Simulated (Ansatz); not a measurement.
# Nickel, omega (AlB2-type) under LDA: ground state and equation of state

What does LDA give for nickel in the omega (AlB2-type) structure? We relax it, solve it on a dense k-mesh, then scale the cell to 7 volumes from 88 to 112 % of the relaxed one and try a fit of the equation of state. Spin polarisation is left out, though the real metal is magnetic, so this state lies above the ground state. The k-meshes are 9×9×13 for the relaxation; 12×12×18 for the dense run; 11×11×15 for the volumes.

Computed with Ansatz 0.2.0 (DFT LDA (PW92), plane waves (420 eV) with PAW, scalar-relativistic; PBE-made PAW files, unless a step says otherwise).

## Step 1: The structure to begin with

It takes space group P6/mmm (No. 191, hexagonal). Conventional cell: a = 3.954 Å, b = 3.954 Å, c = 2.424 Å, α = 90.00°, β = 90.00°, γ = 120.00°. Ni (site symmetry 6/mmm) has 14 Ni at 2.42 to 2.58 Å as nearest neighbours. Around Ni (site symmetry -6m2) lie 11 Ni at 2.28 to 2.58 Å.

Coordinates:

```cif
data_structure
_symmetry_space_group_name_H-M 'P6/mmm'
_symmetry_Int_Tables_number 191
_cell_length_a 3.9541
_cell_length_b 3.9541
_cell_length_c 2.4238
_cell_angle_alpha 90.000
_cell_angle_beta 90.000
_cell_angle_gamma 120.000
_cell_volume 32.82
loop_
_atom_site_label
_atom_site_type_symbol
_atom_site_symmetry_multiplicity
_atom_site_Wyckoff_symbol
_atom_site_fract_x
_atom_site_fract_y
_atom_site_fract_z
_atom_site_occupancy
Ni1 Ni 1 a 0.00000 0.00000 0.00000 1
Ni2 Ni 2 d 0.33333 0.66667 0.50000 1
```

## Step 2: Relaxation of the cell

File input.yaml:

```yaml
crystal:
  lattice:
    - [3.9540713024, 0.0, 0.0]
    - [-1.9770356512, 3.4243261962, 0.0]
    - [0.0, 0.0, 2.4238457083]
  atoms:
    - { symbol: Ni, position: [0.0, 0.0, 0.0] }
    - { symbol: Ni, position: [0.3333333333, 0.6666666667, 0.5] }
    - { symbol: Ni, position: [0.6666666667, 0.3333333333, 0.5] }
hamiltonian:
  xc: lda
  pseudopotentials:
    kind: paw
    azcp:
      Ni: "pseudopotentials/Ni.paw.azcp"
basis:
  ecutwfc: 420
  fft_grid_basis: typed
kpoints:
  mp_grid: { grid: [9, 9, 13], shift: [0, 0, 0] }
magnetization:
  spin_polarized: false
scf:
  occupations: { method: fermi_dirac, width: 0.1 }
relax:
  max_steps: 60
  f_tol: 0.01
  cell: {}
output:
  write_density: true
  write_potential: true
  elf: true
  volumetric_format: npy
```

The program printed:

```text
Warning: <dir> the record states the generating functional pbe (its physics header spells it `PBE`), which answers neither for hamiltonian.xc's functional nor for the lda family's — results may be inconsistent (PPs are generated against a specific XC)
Warning: RAYON_NUM_THREADS=2 ignored (pool sized by the plan → 2); use --threads N
Engine: ansatz 0.2.0, x86_64-unknown-linux-gnu
Pseudopotentials: kind: paw
Pseudopotential: Ni, paw, valence charge 18, recommended cutoff 420 eV (normal), <dir>
Functional definition: SPW92
  exchange = slater_x
  correlation = pw_c
Crystal: 3 atoms, lattice volume = 32.819 Å³
Basis set: ecut = 420 eV, 621 PW (Γ)
Bands: 33, of which v1, the nominal top of the filled ones, is band 27 counted from 1 (26 counted from 0)
Symmetry: 24 space group operations
Space group: P6/mmm (ITA 191), of the structure as read, at distance tolerance 3.2e-5 Å
k-points: 84 of 1053
Non-local potential: Ni, projectors of the file, l = 0: 3, l = 1: 2, l = 2: 3, l = 3: 1
PAW form: soft (Blöchl's): semilocal exchange-correlation on the pseudo side does not see the compensation charge
PAW frozen core: Ni, regenerated for the run's functional, and the local potential with it (the file was generated under x = pbe(κ = 0.804, μ = 0.2195149727645171), c = pbe(β = 0.06672455060314922))
PAW one-centre angular grid: Ni, 590 points (default); XC on 64 Gauss nodes
Initial density: superposition of atomic densities (neutral atoms: chi_scale 0, normalization atom), corrected by the library's trained network
Initial wavefunctions: pseudopotential atomic-orbital guess
Functional: x = slater, c = lda
SCF iter   1: F=—  HF=-17319.680354 eV  |F-HF|=—  |Δ(HF+E_count)|=         —  Δρ=2.91e-2  dr2=1.23e-1  ethr=1.77e-3  ⟨swp⟩=4.9  Hψ=9015  notcnv=0  defer=18
preconditioner: auto → none  [metal: Δε(μ)=0.001 eV  Ē_g=8.357 eV  σ=0.100 eV  W_gap=0.00  n_scr=8 (ndim 8)  ℏωp=35.5 eV  f_vac=0.000  D(μ)=8.28/eV (n_scr^D=166)  sad-step TF]
SCF iter   2: F=—  HF=-17319.658168 eV  |F-HF|=—  |Δ(HF+E_count)|=   2.22e-2  Δρ=1.03e-2  dr2=1.69e-2  ethr=2.27e-4  ⟨swp⟩=3.0  Hψ=5843  notcnv=0  defer=27
SCF iter   3: F=—  HF=-17319.655863 eV  |F-HF|=—  |Δ(HF+E_count)|=   2.31e-3  Δρ=1.32e-3  dr2=2.08e-4  ethr=3.13e-5  ⟨swp⟩=2.5  Hψ=3940  notcnv=0  defer=27
SCF iter   4: F=—  HF=-17319.655806 eV  |F-HF|=—  |Δ(HF+E_count)|=   5.67e-5  Δρ=9.94e-4  dr2=9.96e-5  ethr=3.85e-7  ⟨swp⟩=2.4  Hψ=4904  notcnv=0  defer=27
SCF iter   5: F=—  HF=-17319.655789 eV  |F-HF|=—  |Δ(HF+E_count)|=   1.73e-5  Δρ=9.00e-5  dr2=9.89e-7  ethr=1.85e-7  ⟨swp⟩=1.0  Hψ=2758  notcnv=0  defer=27
SCF iter   6: F=-17319.655789 eV  HF=-17319.655789 eV  |F-HF|=6.56e-8  |Δ(HF+E_count)|=   4.85e-7  Δρ=1.82e-5  dr2=6.12e-8  ethr=1.85e-10  ⟨swp⟩=9.6  Hψ=21045  notcnv=0
SCF 1 converged in 6 iterations: F = -17319.655789 eV  dr2 = 6.12e-8
  Residual-converged pass: ⟨swp⟩=1.0  Hψ=3109  notcnv=0  max |occ|·‖R‖ = 7.0e-9 eV (tolerance 1.0e-8 eV)  dr2=6.12e-8  dr2_onsite=2.32e-8  max |Δocc| = 2.6e-11
relax step   1: F+E_penalty+E_count = -17319.65578921 eV  Δ(F+E_penalty+E_count) = +0.000e0 eV  max|allowed force component| = 1.927e-17 eV/Å  Δτ_max = 0.0000 Å  P = -14.457 GPa  Ω = 32.819 Å³  (6 SCF iters, dr2 threshold 1.00e-7 eV, accepted)
Crystal: 3 atoms, lattice volume = 31.594 Å³
Basis set: ecut = 420 eV, 619 PW (Γ)
Initial density: handed on by an earlier stage of this run
Initial wavefunctions: those handed on with the density
iter 1 solved again at ethr=2.07e-5 eV; its pass at ethr=3.10e-3 eV (dr2=1.12e-2 eV) is discarded
SCF iter   1: F=—  HF=-17319.748303 eV  |F-HF|=—  |Δ(HF+E_count)|=         —  Δρ=7.85e-3  dr2=1.14e-2  ethr=2.07e-5  ⟨swp⟩=1.6  Hψ=13076  notcnv=0
preconditioner: auto → none  [metal: Δε(μ)=0.002 eV  Ē_g=8.687 eV  σ=0.100 eV  W_gap=0.00  n_scr=8 (ndim 8)  ℏωp=36.2 eV  f_vac=0.000  D(μ)=8.01/eV (n_scr^D=166)]
SCF iter   2: F=—  HF=-17319.746147 eV  |F-HF|=—  |Δ(HF+E_count)|=   2.16e-3  Δρ=1.07e-3  dr2=2.73e-4  ethr=2.07e-5  ⟨swp⟩=2.2  Hψ=3588  notcnv=0
SCF iter   3: F=—  HF=-17319.746042 eV  |F-HF|=—  |Δ(HF+E_count)|=   1.05e-4  Δρ=4.04e-4  dr2=3.95e-5  ethr=5.05e-7  ⟨swp⟩=2.3  Hψ=4752  notcnv=0
SCF iter   4: F=—  HF=-17319.746034 eV  |F-HF|=—  |Δ(HF+E_count)|=   8.33e-6  Δρ=7.41e-5  dr2=1.23e-6  ethr=7.32e-8  ⟨swp⟩=1.4  Hψ=3235  notcnv=0
iter 5 did not close the SCF: its close was put off for the readings that it lacked (scf_convergence_deferred on its scf_iter line)
SCF iter   5: F=-17319.746034 eV  HF=-17319.746034 eV  |F-HF|=2.19e-7  |Δ(HF+E_count)|=   1.70e-7  Δρ=4.93e-5  dr2=2.42e-7  ethr=2.28e-9  ⟨swp⟩=2.0  Hψ=3917  notcnv=0
SCF iter   6: F=-17319.746034 eV  HF=-17319.746034 eV  |F-HF|=1.70e-9  |Δ(HF+E_count)|=   4.85e-8  Δρ=2.64e-6  dr2=1.22e-9  ethr=4.47e-10  ⟨swp⟩=7.3  Hψ=18284  notcnv=0
SCF 2 converged in 6 iterations: F = -17319.746034 eV  dr2 = 1.22e-9
relax step   2: F+E_penalty+E_count = -17319.74603421 eV  Δ(F+E_penalty+E_count) = -9.024e-2 eV  max|allowed force component| = 1.850e-17 eV/Å  Δτ_max = 0.0000 Å  P = -7.324 GPa  Ω = 31.594 Å³  energy of the carried Pulay correction = +8.543e-4 eV  (6 SCF iters, dr2 threshold 3.00e-7 eV, accepted)
Crystal: 3 atoms, lattice volume = 30.398 Å³
Basis set: ecut = 420 eV, 595 PW (Γ)
iter 1 solved again at ethr=2.02e-5 eV; its pass at ethr=3.10e-3 eV (dr2=1.09e-2 eV) is discarded
SCF iter   1: F=—  HF=-17319.775126 eV  |F-HF|=—  |Δ(HF+E_count)|=         —  Δρ=8.03e-3  dr2=1.13e-2  ethr=2.02e-5  ⟨swp⟩=2.0  Hψ=14670  notcnv=0
preconditioner: auto → none  [metal: Δε(μ)=0.008 eV  Ē_g=8.914 eV  σ=0.100 eV  W_gap=0.02  n_scr=8 (ndim 8)  ℏωp=36.9 eV  f_vac=0.000  D(μ)=7.66/eV (n_scr^D=166)]
SCF iter   2: F=—  HF=-17319.772934 eV  |F-HF|=—  |Δ(HF+E_count)|=   2.19e-3  Δρ=1.16e-3  dr2=2.98e-4  ethr=2.02e-5  ⟨swp⟩=2.3  Hψ=3574  notcnv=0
SCF iter   3: F=—  HF=-17319.772851 eV  |F-HF|=—  |Δ(HF+E_count)|=   8.30e-5  Δρ=4.25e-4  dr2=3.61e-5  ethr=5.52e-7  ⟨swp⟩=2.1  Hψ=4229  notcnv=0
SCF iter   4: F=—  HF=-17319.772844 eV  |F-HF|=—  |Δ(HF+E_count)|=   6.74e-6  Δρ=9.26e-5  dr2=8.92e-7  ethr=6.68e-8  ⟨swp⟩=2.1  Hψ=3989  notcnv=0
SCF iter   5: F=—  HF=-17319.772844 eV  |F-HF|=—  |Δ(HF+E_count)|=   4.40e-8  Δρ=7.49e-5  dr2=8.78e-7  ethr=1.65e-9  ⟨swp⟩=2.0  Hψ=5047  notcnv=0
SCF iter   6: F=-17319.772844 eV  HF=-17319.772844 eV  |F-HF|=2.89e-8  |Δ(HF+E_count)|=   1.18e-8  Δρ=1.46e-5  dr2=3.04e-8  ethr=5.56e-10  ⟨swp⟩=7.5  Hψ=19415  notcnv=0
SCF 3 converged in 6 iterations: F = -17319.772844 eV  dr2 = 3.04e-8
relax step   3: F+E_penalty+E_count = -17319.77284388 eV  Δ(F+E_penalty+E_count) = -2.681e-2 eV  max|allowed force component| = 8.211e-17 eV/Å  Δτ_max = 0.0000 Å  P = +1.454 GPa  Ω = 30.398 Å³  energy of the carried Pulay correction = +1.716e-3 eV  (6 SCF iters, dr2 threshold 3.00e-7 eV, accepted)
Crystal: 3 atoms, lattice volume = 30.591 Å³
iter 1 solved again at ethr=7.08e-7 eV; its pass at ethr=3.10e-3 eV (dr2=3.82e-4 eV) is discarded
SCF iter   1: F=—  HF=-17319.773685 eV  |F-HF|=—  |Δ(HF+E_count)|=         —  Δρ=1.35e-3  dr2=3.23e-4  ethr=7.08e-7  ⟨swp⟩=2.1  Hψ=12142  notcnv=0
preconditioner: auto → none  [metal: Δε(μ)=0.003 eV  Ē_g=8.934 eV  σ=0.100 eV  W_gap=0.01  n_scr=8 (ndim 8)  ℏωp=36.8 eV  f_vac=0.000  D(μ)=7.71/eV (n_scr^D=166)]
SCF iter   2: F=—  HF=-17319.773625 eV  |F-HF|=—  |Δ(HF+E_count)|=   5.99e-5  Δρ=1.93e-4  dr2=8.37e-6  ethr=5.97e-7  ⟨swp⟩=2.3  Hψ=3569  notcnv=0
SCF iter   3: F=—  HF=-17319.773621 eV  |F-HF|=—  |Δ(HF+E_count)|=   4.32e-6  Δρ=7.83e-5  dr2=1.21e-6  ethr=1.55e-8  ⟨swp⟩=2.1  Hψ=4110  notcnv=0
iter 4 did not close the SCF: its close was put off for the readings that it lacked (scf_convergence_deferred on its scf_iter line)
SCF iter   4: F=-17319.773621 eV  HF=-17319.773621 eV  |F-HF|=1.62e-8  |Δ(HF+E_count)|=   1.75e-7  Δρ=1.53e-5  dr2=2.56e-8  ethr=2.25e-9  ⟨swp⟩=2.6  Hψ=4757  notcnv=0
iter 5 did not close the SCF: its close was put off for the readings that it lacked (scf_convergence_deferred on its scf_iter line)
SCF iter   5: F=-17319.773621 eV  HF=-17319.773621 eV  |F-HF|=1.71e-8  |Δ(HF+E_count)|=   5.89e-9  Δρ=1.26e-5  dr2=2.44e-8  ethr=4.73e-11  ⟨swp⟩=2.1  Hψ=4712  notcnv=0
SCF iter   6: F=-17319.773621 eV  HF=-17319.773621 eV  |F-HF|=8.37e-11  |Δ(HF+E_count)|=  4.33e-10  Δρ=8.35e-7  dr2=9.09e-11  ethr=4.51e-11  ⟨swp⟩=6.5  Hψ=17258  notcnv=0
SCF 4 converged in 6 iterations: F = -17319.773621 eV  dr2 = 9.09e-11
relax step   4: F+E_penalty+E_count = -17319.77362074 eV  Δ(F+E_penalty+E_count) = -7.769e-4 eV  max|allowed force component| = 1.342e-16 eV/Å  Δτ_max = 0.0000 Å  P = -0.111 GPa  Ω = 30.591 Å³  energy of the carried Pulay correction = +1.575e-3 eV  (6 SCF iters, dr2 threshold 3.00e-7 eV, accepted)
Crystal: 3 atoms, lattice volume = 30.578 Å³
iter 1 solved again at ethr=3.99e-9 eV; its pass at ethr=3.10e-3 eV (dr2=2.15e-6 eV) is discarded
SCF iter   1: F=—  HF=-17319.773637 eV  |F-HF|=—  |Δ(HF+E_count)|=         —  Δρ=1.09e-4  dr2=1.80e-6  ethr=3.99e-9  ⟨swp⟩=3.6  Hψ=13741  notcnv=0
preconditioner: auto → none  [metal: Δε(μ)=0.003 eV  Ē_g=8.927 eV  σ=0.100 eV  W_gap=0.01  n_scr=8 (ndim 8)  ℏωp=36.8 eV  f_vac=0.000  D(μ)=7.71/eV (n_scr^D=166)]
iter 2 did not close the SCF: its close was put off for the readings that it lacked (scf_convergence_deferred on its scf_iter line)
SCF iter   2: F=-17319.773637 eV  HF=-17319.773637 eV  |F-HF|=4.47e-8  |Δ(HF+E_count)|=   3.54e-7  Δρ=1.68e-5  dr2=5.62e-8  ethr=3.34e-9  ⟨swp⟩=2.1  Hψ=3451  notcnv=0
iter 3 did not close the SCF: its close was put off for the readings that it lacked (scf_convergence_deferred on its scf_iter line)
SCF iter   3: F=-17319.773637 eV  HF=-17319.773637 eV  |F-HF|=8.26e-9  |Δ(HF+E_count)|=   2.19e-8  Δρ=8.24e-6  dr2=9.44e-9  ethr=1.04e-10  ⟨swp⟩=2.2  Hψ=4506  notcnv=0
iter 4 did not close the SCF: its close was put off for the readings that it lacked (scf_convergence_deferred on its scf_iter line)
SCF iter   4: F=-17319.773637 eV  HF=-17319.773637 eV  |F-HF|=6.91e-11  |Δ(HF+E_count)|=   1.51e-9  Δρ=1.08e-6  dr2=1.35e-10  ethr=1.75e-11  ⟨swp⟩=2.0  Hψ=4181  notcnv=0
iter 5 did not close the SCF: its close was put off for the readings that it lacked (scf_convergence_deferred on its scf_iter line)
SCF iter   5: F=-17319.773637 eV  HF=-17319.773637 eV  |F-HF|=4.00e-11  |Δ(HF+E_count)|=  4.00e-11  Δρ=8.47e-7  dr2=9.72e-11  ethr=1.00e-12  ⟨swp⟩=1.4  Hψ=3196  notcnv=0
SCF iter   6: F=-17319.773637 eV  HF=-17319.773637 eV  |F-HF|=3.64e-12  |Δ(HF+E_count)|=  1.09e-11  Δρ=5.95e-8  dr2=3.81e-13  ethr=1.00e-12  ⟨swp⟩=5.2  Hψ=13800  notcnv=0
SCF 5 converged in 6 iterations: F = -17319.773637 eV  dr2 = 3.81e-13
relax step   5: F+E_penalty+E_count = -17319.77363674 eV  Δ(F+E_penalty+E_count) = -1.599e-5 eV  max|allowed force component| = 6.245e-17 eV/Å  Δτ_max = 0.0000 Å  P = -0.009 GPa  Ω = 30.578 Å³  energy of the carried Pulay correction = +1.584e-3 eV  (6 SCF iters, accepted)
Initial wavefunctions: pseudopotential atomic-orbital guess (no wavefunctions were taken with the density)
iter 1 solved again at ethr=2.83e-8 eV; its pass at ethr=3.10e-3 eV (dr2=1.53e-5 eV) is discarded
SCF iter   1: F=—  HF=-17319.772251 eV  |F-HF|=—  |Δ(HF+E_count)|=         —  Δρ=1.94e-4  dr2=2.65e-6  ethr=2.83e-8  ⟨swp⟩=3.6  Hψ=17398  notcnv=0
preconditioner: auto → none  [metal: Δε(μ)=0.003 eV  Ē_g=8.928 eV  σ=0.100 eV  W_gap=0.01  n_scr=8 (ndim 8)  ℏωp=36.8 eV  f_vac=0.000  D(μ)=7.71/eV (n_scr^D=166)]
SCF iter   2: F=—  HF=-17319.772254 eV  |F-HF|=—  |Δ(HF+E_count)|=   2.59e-6  Δρ=9.08e-5  dr2=5.35e-7  ethr=4.91e-9  ⟨swp⟩=1.0  Hψ=2772  notcnv=0
SCF iter   3: F=—  HF=-17319.772254 eV  |F-HF|=—  |Δ(HF+E_count)|=   3.29e-7  Δρ=1.06e-5  dr2=1.62e-8  ethr=9.91e-10  ⟨swp⟩=1.1  Hψ=2779  notcnv=0
SCF iter   4: F=—  HF=-17319.772254 eV  |F-HF|=—  |Δ(HF+E_count)|=   3.07e-9  Δρ=9.38e-7  dr2=4.88e-11  ethr=3.00e-11  ⟨swp⟩=2.0  Hψ=4824  notcnv=0
iter 5 did not close the SCF: its close was put off for the readings that it lacked (scf_convergence_deferred on its scf_iter line)
SCF iter   5: F=-17319.772254 eV  HF=-17319.772254 eV  |F-HF|=3.64e-12  |Δ(HF+E_count)|=  3.64e-12  Δρ=3.00e-7  dr2=9.92e-12  ethr=1.00e-12  ⟨swp⟩=1.4  Hψ=2872  notcnv=0
SCF iter   6: F=-17319.772254 eV  HF=-17319.772254 eV  |F-HF|=3.64e-12  |Δ(HF+E_count)|=    0.00e0  Δρ=1.14e-7  dr2=7.21e-13  ethr=1.00e-12  ⟨swp⟩=4.9  Hψ=12727  notcnv=0
SCF 6 converged in 6 iterations: F = -17319.772254 eV  dr2 = 7.21e-13
relax step   6: F+E_penalty+E_count = -17319.77225413 eV  Δ(F+E_penalty+E_count) = +1.383e-3 eV  max|allowed force component| = 6.476e-17 eV/Å  Δτ_max = 0.0000 Å  P = -0.024 GPa  Ω = 30.578 Å³  stress off target by 3.63e-2 GPa  SCF on the basis re-selected at this cell (its energy is not comparable with the rows above)  (6 SCF iters)
basis re-selected at this cell: Δ(F+E_penalty+E_count) = +1.383e-3 eV, ΔP = -0.015 GPa vs the last step (what re-selecting the basis moved, of the pressure what is left beyond the Pulay correction that the steps carried, after the strain that the cell walked since its last selection, with what the two solves' SCF thresholds leave and, on support functions, any second-order correction that the steps lacked; it is no measure of the basis error at this ecutwfc). The dense FFT grid was sized anew with the basis: this SCF ran on 27×27×16 points, the steps before it on 27×27×18, so part of this shift can come from that change (see relax.cell in the input reference). This SCF's stress stands 3.63e-2 GPa from its target on what of the cell is left free (relax.cell.stress_tol is 5.00e-2 GPa) and its largest allowed force component is 6.48e-17 eV/Å (relax.f_tol is 1.00e-2 eV/Å): within both
SCF converged after 6 iterations
Free energy (F): -17319.772254 eV
Harris-Foulkes:  -17319.772254 eV  (|F-HF|=3.64e-12)
Internal energy: -17319.526877 eV  (E = F + TS)
E sigma→0 (E₀):  -17319.649566 eV
Entropy (-TS):   -0.245377 eV (-81.792 meV/atom)
Fermi energy:    19.119421 eV
--- Per-component energies (eV) ---
  E_band       = -787.706656
  E_kinetic    = 853.887734
  E_local      = -10025.614800  (includes V_loc(G=0)·N_el)
  E_nonlocal   = 1916.136121
  E_hartree    = 4187.035780
  E_xc         = -255.739565
  E_vxc        = -331.099156  (∫ρ·V_xc dr)
  E_paw        = -4688.547896  (= ΣΔE_a)
  E_vpaw       = -1575.089292  (= ΣTr[D̂ρ^β])
  E_aug_tail   = 0.001190  (compensation charges beyond the density's cutoff)
  E_ewald      = -9307.987802
  E_core_change = 1.302361  (= ΣΔE_core)
  E_smearing   = -0.245377  (= −TS)
  E_closure    = 0.000000  (closes the sum)
  Σ components = -17319.772254   (vs F -17319.772254, Δ=0.00e0)
--- Forces (eV/Å), atoms counted from 1 ---
  atom   1  Ni     0.00000000     0.00000000     0.00000000
  atom   2  Ni     0.00000000    -0.00000000     0.00000000
  atom   3  Ni    -0.00000000     0.00000000    -0.00000000
  max |Σ_I F_I| component: 9.25e-18 eV/Å
--- Stress (GPa, compression-positive) ---
       -0.036258      -0.000000      -0.000000
       -0.000000      -0.036258      -0.000000
       -0.000000      -0.000000       0.000008
  P = ⅓ Tr σ = -0.0242 GPa (-0.242 kbar)
--- Band table (eV; the first three rows and the last of 84) ---
  k-point 0: bands = ["-83.2724", "-83.2049", "-83.1094", "-44.2105", "-44.2105", "-44.0175", "-44.0175", "-43.9413", "-43.8792", "-43.8727", "-43.8515", "-43.8515", "9.7009", "14.8122", "16.0784", "16.0784", "16.0916", "16.0916", "16.2333", "16.7272", "17.3774", "17.3774", "17.9724", "17.9724", "18.0263", "18.0263", "19.2227", "19.2227", "25.7281", "25.7281", "25.7537", "25.7537", "28.1497"]
  k-point 1: bands = ["-83.2707", "-83.2034", "-83.1080", "-44.2091", "-44.2091", "-44.0146", "-44.0146", "-43.9540", "-43.8936", "-43.8856", "-43.8520", "-43.8520", "9.8767", "14.9166", "16.0132", "16.0132", "16.0368", "16.0368", "16.3971", "16.8359", "17.3075", "17.3075", "18.0043", "18.0043", "18.0694", "18.0694", "19.1771", "19.1771", "25.9170", "25.9170", "25.9233", "25.9233", "28.2042"]
  k-point 2: bands = ["-83.2660", "-83.1993", "-83.1042", "-44.2050", "-44.2050", "-44.0061", "-44.0061", "-43.9891", "-43.9335", "-43.9213", "-43.8536", "-43.8536", "10.3928", "15.1976", "15.8226", "15.8226", "15.8879", "15.8879", "16.8655", "17.1575", "17.2110", "17.2110", "17.9291", "17.9291", "18.2581", "18.2581", "19.0761", "19.0761", "26.3884", "26.3884", "26.4824", "26.4824", "28.3514"]
  k-point 83: bands = ["-83.2113", "-83.2113", "-83.0855", "-44.2486", "-44.1314", "-44.1314", "-44.0924", "-44.0714", "-44.0714", "-43.9300", "-43.8614", "-43.8614", "14.3691", "15.3754", "15.3754", "15.7076", "15.8451", "15.8451", "16.8887", "16.8887", "17.5209", "17.5209", "17.9539", "19.0489", "19.1445", "19.3667", "19.3667", "20.7341", "22.8843", "22.8843", "26.2151", "26.2151", "27.3016"]
--- Relaxed structure (5 steps of the walk, 5 accepted, 1 SCFs on fresh bases) ---
  F+E_penalty+E_count = -17319.77225413 eV   max|allowed force component| = 6.476e-17 eV/Å   (the final SCF, on the basis selected at the relaxed cell)
  cell:  # Å, volume = 30.5784 Å³
    - [3.8876013078226803, -2.3785381243891743e-33, 2.3785381243891743e-34]
    - [-1.9438006539113402, 3.3667614923600486, -3.249143501785402e-34]
    - [1.4580438702191071e-34, -1.4580438702191067e-34, 2.336258639063059]
  atoms:
    - { symbol: Ni, position: [-5.214884431994109e-34, 2.6559003613178263e-35, -8.236092143148846e-84] }
    - { symbol: Ni, position: [0.3333333333333333, 0.6666666666666666, 0.5] }
    - { symbol: Ni, position: [0.6666666666666666, 0.3333333333333333, 0.5] }
```

Wall time 15 s (2 threads of Intel Xeon Platinum 8488C (Sapphire Rapids), shared host); peak memory 0.42 GiB.

Step by step:

```
step  energy change (meV/atom)  largest force (eV/Å)  pressure (GPa)  volume (Å³/atom)
   1                      0.00                0.0000          -14.46            10.940
   2                    -30.08                0.0000           -7.32            10.531
   3                    -39.02                0.0000            1.45            10.133
   4                    -39.28                0.0000           -0.11            10.197
   5                    -39.28                0.0000           -0.01            10.193
   6                    -38.82                0.0000           -0.02            10.193
```

Steps that repeat a cell are solved on a basis chosen anew, so their changes of energy are no gain of the relaxation.

Changes in the cell that was computed:

|  | before | after | change |
| --- | --- | --- | --- |
| a (Å) | 3.954 | 3.888 | -1.7 % |
| b (Å) | 3.954 | 3.888 | -1.7 % |
| c (Å) | 2.424 | 2.336 | -3.6 % |
| volume (Å³/atom) | 10.940 | 10.193 | -6.8 % |
| shortest distance (Å) | 2.283 | 2.245 | -1.7 % |
| space group (spins left aside) | P6/mmm | P6/mmm | same |

(Part 1 of 2 ends here.)
